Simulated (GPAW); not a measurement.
# MnS (F-43m) in GPAW: notebook

Runs on MnS. Level: PBE. Tasks: single point.

Program: GPAW 26.7.0. These are calculated values, not measurements. Logs are shortened: lines on timing, memory, paths and dates and some standing lists are left out, and cuts for length are marked. The log counts tension as positive stress, the text compression.

### 1 The crystal as given

Symmetry: F-43m, No. 216, cubic system. Conventional cell: a = 4.947 Å, b = 4.947 Å, c = 4.947 Å, α = 90.00°, β = 90.00°, γ = 90.00°. Mn (site symmetry -43m) is surrounded by 4 S at 2.14 Å. Around S (site symmetry -43m) lie 4 Mn at 2.14 Å.

The cell is a database's computed one.

### 2 Single point, PBE, collinear spin, ferromagnetic start

The input, run.py:

```python
from ase.dft.bandgap import bandgap
from ase.io import read, write
from ase.units import Bohr, GPa
from gpaw import GPAW, PW
from gpaw.elf import elf_from_dft_calculation

atoms = read('POSCAR')
atoms.set_initial_magnetic_moments([4.0, 0.0])

calc = GPAW(mode=PW(600),
            xc='PBE',
            kpts={'size': (9, 9, 9), 'gamma': True},
            occupations={'name': 'methfessel-paxton', 'order': 0, 'width': 0.018000000000000002},
            nbands=21,
            convergence={'density': 1e-05, 'energy': 1e-05},
            maxiter=150,
            txt='gpaw.txt')
atoms.calc = calc
energy = atoms.get_potential_energy()
forces = atoms.get_forces()
stress = atoms.get_stress()
calc.write('gs.gpw')
write('result.traj', atoms)
print(f'Energy: {energy:.6f} eV')
print('Forces (eV/A):')
print(forces.round(4))
print('Stress (GPa):', (stress / GPa).round(3))
print('Moments:', calc.get_magnetic_moments().round(3))
print('Fermi level:', round(calc.get_fermi_level(), 4), 'eV')
print(f'Gap: {bandgap(calc)[0]:.4f} eV, direct: {bandgap(calc, direct=True)[0]:.4f} eV')

# fields on the real-space grid
write('density.cube', atoms, data=calc.get_pseudo_density() * Bohr**3)
write('potential.cube', atoms, data=calc.get_electrostatic_potential())
write('spin.cube', atoms, data=(calc.get_pseudo_density(spin=0) - calc.get_pseudo_density(spin=1)) * Bohr**3)
write('elf.cube', atoms, data=elf_from_dft_calculation(calc).data)
```

The input, POSCAR:

```
MnS
1.0
    0.0000000000      2.4734634191      2.4734634191
    2.4734634191      0.0000000000      2.4734634191
    2.4734634191      2.4734634191      0.0000000000
Mn S
1 1
Direct
    0.0000000000      0.0000000000      0.0000000000
    0.7500000000      0.7500000000      0.7500000000
```

Potentials or basis: GPAW PAW data sets (gpaw-data 1.2.1), pw.

The run is started by

```console
$ OMP_NUM_THREADS=1 python run.py
```

gpaw.txt:

```text
__  _  _
 | _ |_)|_||  |
 |__||  | ||/\| - 26.7.0

Input parameters:
  mode=PW(ecut=600.0),
  convergence={'density': 1e-05, 'energy': 1e-05},
  kpts=MonkhorstPack(size=(9, 9, 9), gamma=True),
  maxiter=150,
  nbands=21,
  occupations=Occupations(name='methfessel-paxton', order=0, width=0.018000000000000002),
  xc=XC(name='PBE')

Diagonalizing LCAO Hamiltonian
Converting LCAO to pw mode

                   S

       Mn

Atoms  # Å, Bohr magnetons
|   | symbol |        x |        y |        z |    initial magnetic moments |
|---|--------|----------|----------|----------|-----------------------------|
| 0 |     Mn | 0.000000 | 0.000000 | 0.000000 | ( 0.0000,  0.0000,  4.0000) |
| 1 |      S | 3.710195 | 3.710195 | 3.710195 | ( 0.0000,  0.0000,  0.0000) |

Unit cell  # Å
| periodic |        x |        y |        z |  lengths |    angles |
|----------|----------|----------|----------|----------|-----------|
|      yes | 0.000000 | 2.473463 | 2.473463 | 3.498006 | 60.000000 |
|      yes | 2.473463 | 0.000000 | 2.473463 | 3.498006 | 60.000000 |
|      yes | 2.473463 | 2.473463 | 0.000000 | 3.498006 | 60.000000 |

Number of symmetries: 24
Symmetry operations  # r_c * U_cc + t_c -> r_c
|    | kind |            matrix            |
|----|------|------------------------------|
|  0 |  E   |  1, 0, 0,  0, 1, 0,  0, 0, 1 |
|  1 |  σ   |  1, 0, 0,  0, 0, 1,  0, 1, 0 |
|  2 |  σ   |  1, 0,-1,  0, 1,-1,  0, 0,-1 |
|  3 |  C3  |  1, 0,-1,  0, 0,-1,  0, 1,-1 |
|  4 |  C3  |  1,-1, 0,  0,-1, 1,  0,-1, 0 |
|  5 |  σ   |  1,-1, 0,  0,-1, 0,  0,-1, 1 |
|  6 |  σ   |  0, 1, 0,  1, 0, 0,  0, 0, 1 |
|  7 |  C3  |  0, 1, 0,  0, 0, 1,  1, 0, 0 |
|  8 |  C2  |  0, 1,-1,  1, 0,-1,  0, 0,-1 |
|  9 |  S4  |  0, 1,-1,  0, 0,-1,  1, 0,-1 |
| 10 |  C3  |  0, 0, 1,  1, 0, 0,  0, 1, 0 |
| 11 |  σ   |  0, 0, 1,  0, 1, 0,  1, 0, 0 |
| 12 |  S4  |  0, 0,-1,  1, 0,-1,  0, 1,-1 |
| 13 |  C3  |  0, 0,-1,  0, 1,-1,  1, 0,-1 |
| 14 |  S4  |  0,-1, 1,  1,-1, 0,  0,-1, 0 |
| 15 |  C2  |  0,-1, 1,  0,-1, 0,  1,-1, 0 |
| 16 |  C3  |  0,-1, 0,  1,-1, 0,  0,-1, 1 |
| 17 |  S4  |  0,-1, 0,  0,-1, 1,  1,-1, 0 |
| 18 |  S4  | -1, 1, 0, -1, 0, 1, -1, 0, 0 |
| 19 |  C3  | -1, 1, 0, -1, 0, 0, -1, 0, 1 |
| 20 |  C3  | -1, 0, 1, -1, 1, 0, -1, 0, 0 |
| 21 |  S4  | -1, 0, 1, -1, 0, 0, -1, 1, 0 |
| 22 |  σ   | -1, 0, 0, -1, 1, 0, -1, 0, 1 |
| 23 |  C2  | -1, 0, 0, -1, 0, 1, -1, 1, 0 |

BZ-sampling:
  Number of BZ points: 729
  Number of IBZ points: 35

  Monkhorst-Pack size: [9, 9, 9]
  Monkhorst-Pack shift: [0, 0, 0]

K-points  # in reciprocal-cell coordinates
|     |                                coordinates |     weight |
|-----|--------------------------------------------|------------|
|   0 | (  0.00000000,   0.00000000,   0.00000000) | 0.00137174 |
|   1 | (  0.11111111,   0.11111111,   0.00000000) | 0.00823045 |
|   2 | (  0.11111111,   0.11111111,   0.11111111) | 0.01097394 |
|   3 | (  0.22222222,   0.11111111,   0.11111111) | 0.01646091 |
|   4 | (  0.22222222,   0.22222222,   0.00000000) | 0.00823045 |
|   5 | (  0.22222222,   0.22222222,   0.11111111) | 0.03292181 |
|   6 | (  0.22222222,   0.22222222,   0.22222222) | 0.01097394 |
|   7 | (  0.33333333,   0.22222222,   0.11111111) | 0.03292181 |
|   8 | (  0.33333333,   0.22222222,   0.22222222) | 0.03292181 |
|   9 | (  0.33333333,   0.33333333,  -0.33333333) | 0.01646091 |
| ... |                                            |            |
|  34 | (  0.44444444,   0.44444444,   0.44444444) | 0.01097394 |

Plane wave coefficients: 1022
Cutoff: 600.0 eV

Spin-components: 2 (collinear spins)
Bands:           21
Projectors:      11
Spin-degeneracy: 1
Datatype:        complex128

Parallelization:
  kpt:    1
  domain: 1
  band:   1

Density:
  Valence electrons: 21.0
  Components: 2
  Grid points: [20 20 20]
  Charge: 0.0  # |e|

Potential:
  Grid points: [20 20 20]

species:
  Mn:
    name:    Manganese
    Z:       25.0
    valence: 15
    core:    10
    charge:  0.0  # [|e|]
    compensation charges:
      type: gauss
      rc: 0.38  # [Å]
      lmax: 2
    cutoffs:
      filter: 2.14  # [Å]
      core: 0.86  # [Å]
    projectors
    | kind |    occ | energy [eV] | rcut [Å] |
    |------|--------|-------------|----------|
    |   3s |  2.000 |     -85.859 |    1.275 |
    |   4s |  2.000 |      -5.106 |    1.275 |
    |   3p |  6.000 |     -54.597 |    1.281 |
    |   4p |  0.000 |      -1.371 |    1.281 |
    |   3d |  5.000 |      -6.771 |    1.138 |
    |    d |        |      20.441 |    1.138 |

    Using partial waves for Mn as LCAO basis

  S:
    name:    Sulfur
    Z:       16.0
    valence: 6
    core:    10
    charge:  0.0  # [|e|]
    compensation charges:
      type: gauss
      rc: 0.24  # [Å]
      lmax: 2
    cutoffs:
      filter: 1.77  # [Å]
      core: 1.66  # [Å]
    projectors
    | kind |    occ | energy [eV] | rcut [Å] |
    |------|--------|-------------|----------|
    |   3s |  2.000 |     -17.254 |    0.974 |
    |   3p |  4.000 |      -7.008 |    0.979 |
    |    s |        |       9.957 |    0.974 |
    |    p |        |      20.203 |    0.979 |
    |    d |        |       0.000 |    0.900 |

    Using partial waves for S as LCAO basis

Reference energy: -42371.707970  # eV

eigensolver:
  PPCG
  Converge bands: occupied
  niter=2

density mixing:
  MSR1-Mixer
  Pratt-step length: 0.05
  Maximum mixing coefficient: 0.75
  Old densities: 10
  SVD Regularization: 0.005
  Good broyden scale: 1.0
  Trust region scale: 1.0
  Backstep threshold: 4.0
  History deletion threshold: 6.0
  Fourier metric: weight=20.0, sigma=0.015

occupation numbers:
  Methfessel-Paxton:
    width: 0.0180  # eV
    order: 0

poisson solver:
  ecut: 4800.0  # eV

xc functional:
  name: PBE with 2 nearest neighbor stencil

convergence criteria:
- Maximum integral of absolute [dens]ity change: 1e-05 electrons / valence electron
- Maximum [total energy] change in last 3 cyles: 1e-05 eV / valence electron
- Maximum integral of absolute [eigenst]ate change: 4e-08 eV^2 / valence electron
maximum number of iterations: 150

SCF iterations
|iter     | |      energy | eigst |  dens |  magmom |
|---------|-|-------------|-------|-------|---------|
|iter:   1| |  -13.893291 | +0.29 |       |  +4.0039|
|iter:   2| |  -13.875396 | -1.77 | -1.06 |  +3.9654|
|iter:   3| |  -14.019731 | -1.93 | -1.09 |  +3.4018|
|iter:   4| |  -13.982100 | -2.25 | -1.22 |  +3.0036|
|iter:   5| |  -14.031689 | -3.07 | -1.54 |  +2.6523|
|iter:   6| |  -14.085777 | -3.01 | -1.60 |  +2.0957|
|iter:   7| |  -14.147666 | -3.35 | -1.72 |  +1.5186|
|iter:   8| |  -14.178144 | -1.73 | -1.74 |  -1.6484|
|iter:   9| |  -14.294662 | -2.27 | -1.32 |  +0.1116|
|iter:  10| |  -14.287314 | -3.66 | -1.95 |  +0.4332|
|iter:  11| |  -14.282278 | -2.96 | -1.96 |  -0.3093|
|iter:  12| |  -14.290252 | -3.86 | -2.34 |  -0.0668|
|iter:  13| |  -14.291380 | -3.85 | -2.37 |  +0.2337|
|iter:  14| |  -14.290911 | -4.50 | -2.54 |  +0.1214|
|iter:  15| |  -14.292022 | -4.92 | -2.72 |  +0.1795|
|iter:  16| |  -14.291203 | -5.49 | -2.64 |  +0.1370|
|iter:  17| |  -14.291175 | -6.07 | -2.65 |  +0.1387|
|iter:  18| |  -14.291805 | -5.74 | -2.71 |  +0.1806|
|iter:  19| |  -14.292447 | -5.09 | -2.69 |  +0.2361|
|iter:  20| |  -14.292565 | -5.60 | -2.93 |  +0.2170|
|iter:  21| |  -14.292453c| -5.77 | -3.28 |  +0.1926|
|iter:  22| |  -14.292617c| -6.25 | -2.80 |  +0.2074|
|iter:  23| |  -14.292686 | -6.28 | -3.06 |  +0.2166|
|iter:  24| |  -14.292703c| -6.55 | -3.43 |  +0.2213|
|iter:  25| |  -14.292704c| -7.36 | -3.93 |  +0.2237|
|iter:  26| |  -14.292704c| -8.17c| -4.88 |  +0.2235|
|iter:  27| |  -14.292704c| -8.39c| -5.17c|  +0.2237|

Converged in 27 steps
Energy contributions relative to reference atoms: (reference = -42371.707970)

Energy contributions:
  Kinetic:           7.970171
  Coulomb:          -6.593756
  Zero:              0.250378
  External:          0.000000
  Xc:              -15.919291
  Entropy:          -0.000413
  Spinorbit:         0.000000
  ----------------------------
  Free energy:     -14.292910
  Extrapolated:    -14.292704

dipole moment: (-7.728604, -7.728604, -7.728604)  # |e|*Ang

Total magnetic moment: (0.000000, 0.000000, 0.223703)

Local magnetic moments
|        x |        y |         z |
|----------|----------|-----------|
| 0.000000 | 0.000000 |  0.211266 |  # Mn   0
| 0.000000 | 0.000000 | -0.002215 |  # S    1

Fermi level: 7.898
Eigenvalues  # (at kpt = [0.000, 0.000, 0.000])
| band index |      eig [eV] | occ [0-1] |      eig [eV] | occ [0-1] |
|------------|---------------|-----------|---------------|-----------|
|          0 |       -71.034 |     1.000 |       -70.819 |     1.000 |
|        ... |               |           |               |           |
|          2 |       -39.880 |     1.000 |       -39.669 |     1.000 |
|          3 |       -39.880 |     1.000 |       -39.669 |     1.000 |
|          4 |        -7.422 |     1.000 |        -7.413 |     1.000 |
|          5 |         3.170 |     1.000 |         3.212 |     1.000 |
|          6 |         3.170 |     1.000 |         3.212 |     1.000 |
|          7 |         3.170 |     1.000 |         3.212 |     1.000 |
[... 8 lines left out ...]
|         16 |        15.681 |     0.000 |        15.735 |     0.000 |
|         17 |        21.108 |     0.000 |        21.181 |     0.000 |
|        ... |               |           |               |           |
|         20 |        24.132 |     0.000 |        24.158 |     0.000 |

No gap
No difference between direct/indirect transitions

Forces  # eV/Ang
|        x |       y |       z |
|----------|---------|---------|
| -0.00000 | 0.00000 | 0.00000 |  # Mn   0
| -0.00000 | 0.00000 | 0.00000 |  # S    1

Stress tensor  # eV/Ang^3
|         x |         y |         z |
|-----------|-----------|-----------|
| -0.023630 | -0.000000 |  0.000000 |
| -0.000000 | -0.023630 |  0.000000 |
|  0.000000 |  0.000000 | -0.023630 |

# Writing to gs.gpw (mode='')
```

It took 1.7 min on 1 thread of Arm Neoverse N1, shared host; peak memory 0.17 GiB.

Results:

| Quantity | Value |
| --- | --- |
| Free energy | -14.2929 eV |
| Pressure | 3.8 GPa |
| Band gap on the k mesh | none (metal or under the smearing width) |
| Net moment | 0.22 μB per cell |
| Site moments | Mn +0.21; S -0.00 μB |

Levels at points of the mesh, in eV from the Fermi level:
Spin up:
```tsv
k point	band 9	band 10	band 11	band 12	band 13	band 14
(0.00, 0.00, 0.00)	-0.92	-0.92	3.73	3.74	3.74	3.74
```
Spin down:
| k point | band 7 | band 8 | band 9 | band 10 | band 11 | band 12 | band 13 | band 14 |
| --- | --- | --- | --- | --- | --- | --- | --- | --- |
| (0.00, 0.00, 0.00) | -4.69 | -4.69 | -0.63 | -0.63 | 3.76 | 3.81 | 3.81 | 3.81 |

Caveat: the moment fell far below its start of 4 μB, so a state of higher moment may lie lower in energy; semilocal functionals often make such compounds metallic where correlation or magnetic order opens a gap, which also shifts bond lengths. With open d or f shells a metallic result of PBE can be an artefact of self-interaction; +U or a hybrid may open a gap.

### 3 Single point, PBE, collinear spin, ferromagnetic start

Changes to run.py since step 2:

```diff
@@ -12,3 +12,3 @@
             kpts={'size': (9, 9, 9), 'gamma': True},
-            occupations={'name': 'methfessel-paxton', 'order': 0, 'width': 0.018000000000000002},
+            occupations={'name': 'methfessel-paxton', 'order': 0, 'width': 0.019000000000000003},
             nbands=21,
```

POSCAR is that of step 2.

Potentials or basis: GPAW PAW data sets (gpaw-data 1.2.1), pw.

The run is started by

```console
$ OMP_NUM_THREADS=1 python run.py
```

gpaw.txt:

```text
__  _  _
 | _ |_)|_||  |
 |__||  | ||/\| - 26.7.0

Input parameters:
  mode=PW(ecut=600.0),
  convergence={'density': 1e-05, 'energy': 1e-05},
  kpts=MonkhorstPack(size=(9, 9, 9), gamma=True),
  maxiter=150,
  nbands=21,
  occupations=Occupations(name='methfessel-paxton', order=0, width=0.019000000000000003),
  xc=XC(name='PBE')

Diagonalizing LCAO Hamiltonian
Converting LCAO to pw mode

                   S

       Mn

Atoms  # Å, Bohr magnetons
|   | symbol |        x |        y |        z |    initial magnetic moments |
|---|--------|----------|----------|----------|-----------------------------|
| 0 |     Mn | 0.000000 | 0.000000 | 0.000000 | ( 0.0000,  0.0000,  4.0000) |
| 1 |      S | 3.710195 | 3.710195 | 3.710195 | ( 0.0000,  0.0000,  0.0000) |

Unit cell  # Å
| periodic |        x |        y |        z |  lengths |    angles |
|----------|----------|----------|----------|----------|-----------|
|      yes | 0.000000 | 2.473463 | 2.473463 | 3.498006 | 60.000000 |
|      yes | 2.473463 | 0.000000 | 2.473463 | 3.498006 | 60.000000 |
|      yes | 2.473463 | 2.473463 | 0.000000 | 3.498006 | 60.000000 |

Number of symmetries: 24
Symmetry operations  # r_c * U_cc + t_c -> r_c
|    | kind |            matrix            |
|----|------|------------------------------|
|  0 |  E   |  1, 0, 0,  0, 1, 0,  0, 0, 1 |
|  1 |  σ   |  1, 0, 0,  0, 0, 1,  0, 1, 0 |
|  2 |  σ   |  1, 0,-1,  0, 1,-1,  0, 0,-1 |
|  3 |  C3  |  1, 0,-1,  0, 0,-1,  0, 1,-1 |
|  4 |  C3  |  1,-1, 0,  0,-1, 1,  0,-1, 0 |
|  5 |  σ   |  1,-1, 0,  0,-1, 0,  0,-1, 1 |
|  6 |  σ   |  0, 1, 0,  1, 0, 0,  0, 0, 1 |
|  7 |  C3  |  0, 1, 0,  0, 0, 1,  1, 0, 0 |
|  8 |  C2  |  0, 1,-1,  1, 0,-1,  0, 0,-1 |
|  9 |  S4  |  0, 1,-1,  0, 0,-1,  1, 0,-1 |
| 10 |  C3  |  0, 0, 1,  1, 0, 0,  0, 1, 0 |
| 11 |  σ   |  0, 0, 1,  0, 1, 0,  1, 0, 0 |
| 12 |  S4  |  0, 0,-1,  1, 0,-1,  0, 1,-1 |
| 13 |  C3  |  0, 0,-1,  0, 1,-1,  1, 0,-1 |
| 14 |  S4  |  0,-1, 1,  1,-1, 0,  0,-1, 0 |
| 15 |  C2  |  0,-1, 1,  0,-1, 0,  1,-1, 0 |
| 16 |  C3  |  0,-1, 0,  1,-1, 0,  0,-1, 1 |
| 17 |  S4  |  0,-1, 0,  0,-1, 1,  1,-1, 0 |
| 18 |  S4  | -1, 1, 0, -1, 0, 1, -1, 0, 0 |
| 19 |  C3  | -1, 1, 0, -1, 0, 0, -1, 0, 1 |
| 20 |  C3  | -1, 0, 1, -1, 1, 0, -1, 0, 0 |
| 21 |  S4  | -1, 0, 1, -1, 0, 0, -1, 1, 0 |
| 22 |  σ   | -1, 0, 0, -1, 1, 0, -1, 0, 1 |
[... 137 lines left out ...]
|iter:   1| |  -13.893289 | +0.29 |       |  +4.0039|
|iter:   2| |  -13.875393 | -1.77 | -1.06 |  +3.9654|
|iter:   3| |  -14.020711 | -1.93 | -1.09 |  +3.4002|
|iter:   4| |  -13.982675 | -2.25 | -1.22 |  +3.0022|
|iter:   5| |  -14.031908 | -3.07 | -1.54 |  +2.6505|
|iter:   6| |  -14.085595 | -3.02 | -1.60 |  +2.0981|
|iter:   7| |  -14.146723 | -3.37 | -1.72 |  +1.5244|
|iter:   8| |  -14.215890 | -1.82 | -1.74 |  -1.3419|
|iter:   9| |  -14.294842 | -2.40 | -1.39 |  +0.1517|
|iter:  10| |  -14.291846 | -3.95 | -2.05 |  +0.3269|
|iter:  11| |  -14.285636 | -3.19 | -2.18 |  -0.1988|
|iter:  12| |  -14.292054 | -3.62 | -2.29 |  +0.1757|
|iter:  13| |  -14.290049 | -4.13 | -2.49 |  +0.3817|
|iter:  14| |  -14.290043 | -3.67 | -2.26 |  +0.0601|
|iter:  15| |  -14.292418 | -4.38 | -2.71 |  +0.2063|
|iter:  16| |  -14.292579 | -5.81 | -2.98 |  +0.2189|
|iter:  17| |  -14.292592c| -5.95 | -3.37 |  +0.2037|
|iter:  18| |  -14.292701c| -5.74 | -2.98 |  +0.2291|
|iter:  19| |  -14.292701c| -6.41 | -3.56 |  +0.2158|
|iter:  20| |  -14.292713c| -6.78 | -3.40 |  +0.2240|
|iter:  21| |  -14.292713c| -8.10c| -4.57 |  +0.2246|
|iter:  22| |  -14.292713c| -7.82c| -4.31 |  +0.2237|
|iter:  23| |  -14.292713c| -8.53c| -5.65c|  +0.2236|

Converged in 23 steps
Energy contributions relative to reference atoms: (reference = -42371.707970)

Energy contributions:
  Kinetic:           7.970176
  Coulomb:          -6.593787
  Zero:              0.250370
  External:          0.000000
  Xc:              -15.919251
  Entropy:          -0.000441
  Spinorbit:         0.000000
  ----------------------------
  Free energy:     -14.292933
  Extrapolated:    -14.292713

dipole moment: (-7.728608, -7.728608, -7.728608)  # |e|*Ang

Total magnetic moment: (0.000000, 0.000000, 0.223582)

Local magnetic moments
|        x |        y |         z |
|----------|----------|-----------|
| 0.000000 | 0.000000 |  0.211168 |  # Mn   0
| 0.000000 | 0.000000 | -0.002221 |  # S    1

Fermi level: 7.898
Eigenvalues  # (at kpt = [0.000, 0.000, 0.000])
| band index |      eig [eV] | occ [0-1] |      eig [eV] | occ [0-1] |
|------------|---------------|-----------|---------------|-----------|
|          0 |       -71.034 |     1.000 |       -70.819 |     1.000 |
|        ... |               |           |               |           |
|          2 |       -39.880 |     1.000 |       -39.669 |     1.000 |
|          3 |       -39.880 |     1.000 |       -39.669 |     1.000 |
|          4 |        -7.422 |     1.000 |        -7.413 |     1.000 |
|          5 |         3.170 |     1.000 |         3.212 |     1.000 |
|          6 |         3.170 |     1.000 |         3.212 |     1.000 |
|          7 |         3.170 |     1.000 |         3.212 |     1.000 |
[... 8 lines left out ...]
|         16 |        15.681 |     0.000 |        15.735 |     0.000 |
|         17 |        21.108 |     0.000 |        21.181 |     0.000 |
|        ... |               |           |               |           |
|         20 |        24.132 |     0.000 |        24.158 |     0.000 |

No gap
No difference between direct/indirect transitions

Forces  # eV/Ang
|       x |        y |       z |
|---------|----------|---------|
| 0.00000 | -0.00000 | 0.00000 |  # Mn   0
| 0.00000 |  0.00000 | 0.00000 |  # S    1

Stress tensor  # eV/Ang^3
|         x |         y |         z |
|-----------|-----------|-----------|
| -0.023633 |  0.000000 | -0.000000 |
|  0.000000 | -0.023633 | -0.000000 |
| -0.000000 | -0.000000 | -0.023633 |

# Writing to gs.gpw (mode='')
```

Run time: 88 s. Hardware: 1 thread of Arm Neoverse N1, shared host; peak memory 0.17 GiB.

What came out:

```
Free energy            : -14.2929 eV
Pressure               : 3.8 GPa
Band gap on the k mesh : none (metal or under the smearing width)
Net moment             : 0.22 μB per cell
Site moments           : Mn +0.21; S -0.00 μB
```

Caveat: the moment fell far below its start of 4 μB, so a state of higher moment may lie lower in energy; semilocal functionals often make such compounds metallic where correlation or magnetic order opens a gap, which also shifts bond lengths. With open d or f shells a metallic result of PBE can be an artefact of self-interaction; +U or a hybrid may open a gap.
